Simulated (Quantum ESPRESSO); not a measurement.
# TiO2 (C2/m) in Quantum ESPRESSO: convergence with k mesh

Aim: find how far k mesh must go before the results for TiO2 settle, at PBE. This setting moves, with any that are tied to it; all else stays.

All numbers are computed with Quantum ESPRESSO 7.5; they aren't measurements. Logs are shortened: lines on timing, memory, paths and dates and some standing lists are left out, and cuts for length are marked.

### 1 Starting point

Symmetry: C2/m, No. 12, monoclinic system. Conventional cell: a = 12.307 Å, b = 3.767 Å, c = 6.616 Å, α = 90.00°, β = 106.95°, γ = 90.00°. Ti (site symmetry m) is surrounded by 4 O at 1.86 to 1.94 Å. Ti (site symmetry m) has 5 O at 1.78 to 2.03 Å as nearest neighbours. O (site symmetry m) has 3 Ti at 1.94 to 2.03 Å as nearest neighbours. Around O (site symmetry m) lie 3 Ti at 1.96 to 2.16 Å. O (site symmetry m) is surrounded by 2 Ti at 1.78 to 1.87 Å. O (site symmetry m) is surrounded by 2 Ti at 1.86 to 1.93 Å.

The cell comes from a database or a generator and needn't be the stable form of this composition.

### 2 With k mesh 1 × 1 × 1

pw.in

```
&CONTROL
  calculation = 'scf'
  prefix = 'pwscf'
  outdir = './tmp'
  pseudo_dir = './pseudo'
  tprnfor = .true.
  tstress = .true.
  disk_io = 'nowf'
/
&SYSTEM
  ibrav = 0
  nat = 12
  ntyp = 2
  ecutwfc = 36
  ecutrho = 216
  nbnd = 62
  occupations = 'smearing'
  smearing = 'mp'
  degauss = 0.00734986
/
&ELECTRONS
  conv_thr = 2.4d-09
  electron_maxstep = 120
  mixing_beta = 0.5
/
ATOMIC_SPECIES
Ti    47.8670 Ti.GGA_PBE-JTH.UPF
O     15.9990 O.GGA_PBE-JTH.UPF
CELL_PARAMETERS angstrom
   6.1535771931   -1.8834685000    0.0000000000
   6.1535771931    1.8834685000    0.0000000000
  -1.9283261078    0.0000000000    6.3289668713
ATOMIC_POSITIONS crystal
Ti     0.9000710000    0.9000710000    0.2896020000
Ti     0.1952860000    0.1952860000    0.2837620000
Ti     0.0999290000    0.0999290000    0.7103980000
Ti     0.8047140000    0.8047140000    0.7162380000
O      0.3619310000    0.3619310000    0.2933970000
O      0.2634885000    0.2634885000    0.6525000000
O      0.8671885000    0.8671885000    0.9952910000
O      0.7365115000    0.7365115000    0.3475000000
O      0.9416475000    0.9416475000    0.6300210000
O      0.1328115000    0.1328115000    0.0047090000
O      0.6380690000    0.6380690000    0.7066030000
O      0.0583525000    0.0583525000    0.3699790000
K_POINTS automatic
1 1 1 0 0 0
```

Potentials or basis: JTH 2.0 PBE.

Launch:

```
> OMP_NUM_THREADS=1 pw.x -in pw.in > pw.out
```

pw.out:

```text
This program is part of the open-source Quantum ESPRESSO suite
     for quantum simulation of materials; please cite
         "P. Giannozzi et al., J. Phys.:Condens. Matter 21 395502 (2009);
         "P. Giannozzi et al., J. Phys.:Condens. Matter 29 465901 (2017);
         "P. Giannozzi et al., J. Chem. Phys. 152 154105 (2020);
     in publications or presentations arising from this work. More details at

     file Ti.GGA_PBE-JTH.UPF: wavefunction(s)  4S 3P 0P 3D 0D renormalized
     file O.GGA_PBE-JTH.UPF: wavefunction(s)  0S 2P 0P renormalized
     Message from routine setup:
     using ibrav=0 with symmetry is DISCOURAGED, use correct ibrav instead

     G-vector sticks info
     --------------------
     sticks:   dense  smooth     PW     G-vecs:    dense   smooth      PW
     Sum        1419     949    237                53147    28921    3605

     Using Slab Decomposition

     bravais-lattice index     =            0
     lattice parameter (alat)  =      12.1611  a.u.
     unit-cell volume          =     990.0233 (a.u.)^3
     number of atoms/cell      =           12
     number of atomic types    =            2
     number of electrons       =        96.00
     number of Kohn-Sham states=           62
     kinetic-energy cutoff     =      36.0000  Ry
     charge density cutoff     =     216.0000  Ry
     scf convergence threshold =      2.4E-09
     mixing beta               =       0.5000
     number of iterations used =            8  plain     mixing
     Exchange-correlation= SLA PW PBX PBC
                           (   1   4   3   4   0   0   0)

     celldm(1)=  12.161084  celldm(2)=   0.000000  celldm(3)=   0.000000
     celldm(4)=   0.000000  celldm(5)=   0.000000  celldm(6)=   0.000000

     crystal axes: (cart. coord. in units of alat)
               a(1) = (   0.956212  -0.292675   0.000000 )
               a(2) = (   0.956212   0.292675   0.000000 )
               a(3) = (  -0.299645   0.000000   0.983466 )

     reciprocal axes: (cart. coord. in units 2 pi/alat)
               b(1) = (  0.522897 -1.708382  0.159317 )
               b(2) = (  0.522897  1.708382  0.159317 )
               b(3) = ( -0.000000  0.000000  1.016812 )

     PseudoPot. # 1 for Ti read from file:
     Ti.GGA_PBE-JTH.UPF
     Pseudo is Projector augmented-wave + core cor, Zval = 12.0
     Generated using ATOMPAW code
     Shape of augmentation charge: BESSEL
     Using radial grid of 1024 points,  6 beta functions with:
                l(1) =   0
                l(2) =   0
                l(3) =   1
                l(4) =   1
                l(5) =   2
                l(6) =   2
     Q(r) pseudized with 0 coefficients

     PseudoPot. # 2 for O  read from file:
     O.GGA_PBE-JTH.UPF
     Pseudo is Projector augmented-wave + core cor, Zval =  6.0
     Generated using ATOMPAW code
     Shape of augmentation charge: SINC**2
     Using radial grid of  943 points,  4 beta functions with:
                l(1) =   0
                l(2) =   0
                l(3) =   1
                l(4) =   1
     Q(r) pseudized with 0 coefficients

     atomic species   valence    mass     pseudopotential
     Ti               12.00    47.86700     Ti( 1.00)
     O                 6.00    15.99900     O ( 1.00)

      4 Sym. Ops., with inversion, found

   Cartesian axes

     site n.     atom                  positions (alat units)
         1        Ti     tau(   1) = (   1.6345398  -0.0000000   0.2848138  )
         2        Ti     tau(   2) = (   0.2884418  -0.0000000   0.2790703  )
         3        Ti     tau(   3) = (  -0.0217606  -0.0000000   0.6986524  )
         4        Ti     tau(   4) = (   1.3243374   0.0000000   0.7043958  )
         5        O      tau(   5) = (   0.6042507   0.0000000   0.2885460  )
         6        O      tau(   6) = (   0.3083834  -0.0000000   0.6417117  )
         7        O      tau(   7) = (   1.3601983  -0.0000000   0.9788350  )
         8        O      tau(   8) = (   1.3043958   0.0000000   0.3417545  )
         9        O      tau(   9) = (   1.6120468  -0.0000000   0.6196043  )
        10        O      tau(  10) = (   0.2525809   0.0000000   0.0046311  )
        11        O      tau(  11) = (   1.0085285   0.0000000   0.6949201  )
        12        O      tau(  12) = (   0.0007324   0.0000000   0.3638618  )

     number of k points=     1  Methfessel-Paxton smearing, width (Ry)=  0.0073
                       cart. coord. in units 2pi/alat
        k(    1) = (   0.0000000   0.0000000   0.0000000), wk =   2.0000000

     Dense  grid:    53147 G-vectors     FFT dimensions: (  60,  60,  60)

     Smooth grid:    28921 G-vectors     FFT dimensions: (  48,  48,  48)

     Check: negative core charge=   -0.000051

     Initial potential from superposition of free atoms

     starting charge      95.9844, renormalised to      96.0000
     Starting wfcs are  136 randomized atomic wfcs

     Self-consistent Calculation

     iteration #  1     ecut=    36.00 Ry     beta= 0.50
     Davidson diagonalization with overlap
     ethr =  1.00E-02,  avg # of iterations =  2.0

     total energy              =   -1065.71519488 Ry
     estimated scf accuracy    <       9.40489410 Ry

     iteration #  2     ecut=    36.00 Ry     beta= 0.50
     Davidson diagonalization with overlap
     ethr =  9.80E-03,  avg # of iterations =  4.0

     total energy              =   -1061.45035713 Ry
     estimated scf accuracy    <      40.72253038 Ry

     iteration #  3     ecut=    36.00 Ry     beta= 0.50
     Davidson diagonalization with overlap
     ethr =  9.80E-03,  avg # of iterations =  5.0
[... 99 lines left out ...]
     total energy              =   -1069.28950365 Ry
     estimated scf accuracy    <          3.7E-09 Ry

     iteration # 18     ecut=    36.00 Ry     beta= 0.50
     Davidson diagonalization with overlap
     ethr =  3.81E-12,  avg # of iterations =  5.0

     total energy              =   -1069.28950365 Ry
     estimated scf accuracy    <          7.0E-09 Ry

     iteration # 19     ecut=    36.00 Ry     beta= 0.50
     Davidson diagonalization with overlap
     ethr =  3.81E-12,  avg # of iterations =  4.0

     End of self-consistent calculation

          k = 0.0000 0.0000 0.0000 (  3605 PWs)   bands (ev):

   -49.9148 -49.9040 -49.7120 -49.7052 -26.3290 -26.2325 -26.1837 -26.1779
   -26.1373 -26.1235 -26.0596 -25.9954 -25.9812 -25.9596 -25.8843 -25.8648
   -10.8642 -10.0995  -9.8468  -9.8026  -9.5528  -9.5301  -9.5170  -9.4225
     2.1994   2.4152   2.7046   2.8336   2.8629   3.0402   3.3495   3.4435
     3.5284   3.9251   4.4097   4.4272   4.5166   4.9392   4.9600   5.1050
     5.1588   5.4923   5.6404   5.6518   5.7564   5.8187   6.3036   6.3066
     8.9660   9.3211   9.5922   9.6331   9.6586  10.0787  10.6446  10.8126
    10.8747  10.9388  11.1810  11.3355  11.4044  11.7711

     the Fermi energy is     6.8006 ev

!    total energy              =   -1069.28950365 Ry
     total all-electron energy =     -1069.289504 Ry
     estimated scf accuracy    <          2.5E-10 Ry
     smearing contrib. (-TS)   =       0.00000000 Ry
     internal energy E=F+TS    =   -1069.28950365 Ry

     The total energy is F=E-TS. E is the sum of the following terms:
     one-electron contribution =    -375.42778998 Ry
     hartree contribution      =     226.12386995 Ry
     xc contribution           =    -118.91109710 Ry
     ewald contribution        =    -454.25122943 Ry
     one-center paw contrib.   =    -346.82325710 Ry

     convergence has been achieved in  19 iterations

     Forces acting on atoms (cartesian axes, Ry/au):

     atom    1 type  1   force =     0.25580135    0.00000000   -0.04014680
     atom    2 type  1   force =    -0.12056098    0.00000000   -0.11425913
     atom    3 type  1   force =    -0.25580135   -0.00000000    0.04014680
     atom    4 type  1   force =     0.12056098   -0.00000000    0.11425913
     atom    5 type  2   force =    -0.24444636    0.00000000   -0.00670385
     atom    6 type  2   force =    -0.13036785    0.00000000   -0.13305151
     atom    7 type  2   force =    -0.01754332    0.00000000    0.03794413
     atom    8 type  2   force =     0.13036785    0.00000000    0.13305151
     atom    9 type  2   force =    -0.00001193   -0.00000000   -0.01146264
     atom   10 type  2   force =     0.01754332    0.00000000   -0.03794413
     atom   11 type  2   force =     0.24444636    0.00000000    0.00670385
     atom   12 type  2   force =     0.00001193    0.00000000    0.01146264

     Total force =     0.618082     Total SCF correction =     0.000041

     Computing stress (Cartesian axis) and pressure

          total   stress  (Ry/bohr**3)                   (kbar)     P=       16.36
   0.00014745   0.00000000   0.00008491           21.69        0.00       12.49
   0.00000000   0.00056210   0.00000000            0.00       82.69        0.00
   0.00008491   0.00000000  -0.00037593           12.49        0.00      -55.30

=------------------------------------------------------------------------------=
   JOB DONE.
=------------------------------------------------------------------------------=
```

It took 47 s on 1 thread of Arm Neoverse V1, shared host; peak memory 0.26 GiB.

Results:

| Item | Value |
| --- | --- |
| Free energy | -14548.4248 eV |
| Largest force | 6.657 eV/Å |
| Band gap on the k mesh | 2.66 eV, direct |

### 3 With k mesh 2 × 2 × 1

Changes to pw.in since step 2:

```diff
@@ -46,2 +46,2 @@
 K_POINTS automatic
-1 1 1 0 0 0
+2 2 1 0 0 0
```

Potentials or basis: JTH 2.0 PBE.

Launch:

```
> OMP_NUM_THREADS=1 pw.x -in pw.in > pw.out
```

Wall time 64 s (1 thread of Arm Neoverse V1, shared host); peak memory 0.27 GiB.

What came out:

* Free energy: -14554.0856 eV
* Largest force: 0.765 eV/Å
* Band gap on the k mesh: 2.90 eV, indirect (least direct gap 2.96 eV)

### 4 With k mesh 3 × 3 × 2

Changes to pw.in since step 3:

```diff
@@ -46,2 +46,2 @@
 K_POINTS automatic
-2 2 1 0 0 0
+3 3 2 0 0 0
```

Launch:

```
> OMP_NUM_THREADS=1 pw.x -in pw.in > pw.out
```

Wall time 1.9 min (1 thread of Arm Neoverse V1, shared host); peak memory 0.28 GiB.

Results:

| Quantity | Value |
| --- | --- |
| Free energy | -14553.6934 eV |
| Largest force | 0.157 eV/Å |
| Band gap on the k mesh | 2.75 eV, indirect (least direct gap 2.92 eV) |

### 5 With k mesh 4 × 4 × 2

Changes to pw.in since step 4:

```diff
@@ -46,2 +46,2 @@
 K_POINTS automatic
-3 3 2 0 0 0
+4 4 2 0 0 0
```

Launch:

```
> OMP_NUM_THREADS=1 pw.x -in pw.in > pw.out
```

Wall time 3 min (1 thread of Arm Neoverse V1, shared host); peak memory 0.3 GiB.

It converged, with:

- Free energy: -14553.6623 eV
- Largest force: 0.194 eV/Å
- Band gap on the k mesh: 2.74 eV, indirect (least direct gap 2.91 eV)

### 6 With k mesh 5 × 5 × 2

Changes to pw.in since step 5:

```diff
@@ -46,2 +46,2 @@
 K_POINTS automatic
-4 4 2 0 0 0
+5 5 2 0 0 0
```

Potentials or basis: JTH 2.0 PBE.

Launch:

```
> OMP_NUM_THREADS=1 pw.x -in pw.in > pw.out
```

Wall time 3.9 min (1 thread of Arm Neoverse V1, shared host); peak memory 0.31 GiB.

It converged, with:

| Item | Value |
| --- | --- |
| Free energy | -14553.6628 eV |
| Largest force | 0.192 eV/Å |
| Band gap on the k mesh | 2.74 eV, indirect (least direct gap 2.91 eV) |

### 7 With k mesh 6 × 6 × 3

Changes to pw.in since step 6:

```diff
@@ -46,2 +46,2 @@
 K_POINTS automatic
-5 5 2 0 0 0
+6 6 3 0 0 0
```

Launch:

```
> OMP_NUM_THREADS=1 pw.x -in pw.in > pw.out
```

Run time: 6.7 min. Hardware: 1 thread of Arm Neoverse V1, shared host; peak memory 0.37 GiB.

It converged, with:

```yaml
Free_energy: -14553.6724 eV
Largest_force: 0.196 eV/Å
Band_gap_on_the_k_mesh: 2.76 eV, indirect (least direct gap 2.91 eV)
```

### 8 Summary

| k mesh | energy less the tightest run, at zero smearing (meV/atom) | largest force (eV/Å) | gap on the mesh (eV) | SCF cycles | CPU time (s) | peak memory (GiB) |
| --- | --- | --- | --- | --- | --- | --- |
| 1 × 1 × 1 | 437.30 | 6.657 | 2.659 | 19 | 47 | 0.26 |
| 2 × 2 × 1 | -34.43 | 0.765 | 2.902 | 17 | 64 | 0.27 |
| 3 × 3 × 2 | -1.74 | 0.157 | 2.751 | 17 | 110 | 0.28 |
| 4 × 4 × 2 | 0.85 | 0.194 | 2.738 | 17 | 180 | 0.3 |
| 5 × 5 × 2 | 0.81 | 0.192 | 2.736 | 18 | 230 | 0.31 |
| 6 × 6 × 3 | 0.00 | 0.196 | 2.763 | 18 | 400 | 0.37 |

Against the tightest run, the energy stays within 1 meV/atom from 4 × 4 × 2 on; the largest force stays within 0.005 eV/Å from 4 × 4 × 2 on. Not settled before the last step: the gap on the mesh (to 0.01 eV). Meshes of other sizes hit other points, so gaps and Fermi surfaces needn't settle smoothly. The tightest run that finished is the yardstick and may itself not be fully converged.

Caveats: the cutoff is low for these files, which shifts pressure and relaxed volume; this smearing can shift energies of a crystal with a gap; an odd mesh through Γ misses points on the zone boundary, where band edges often lie.
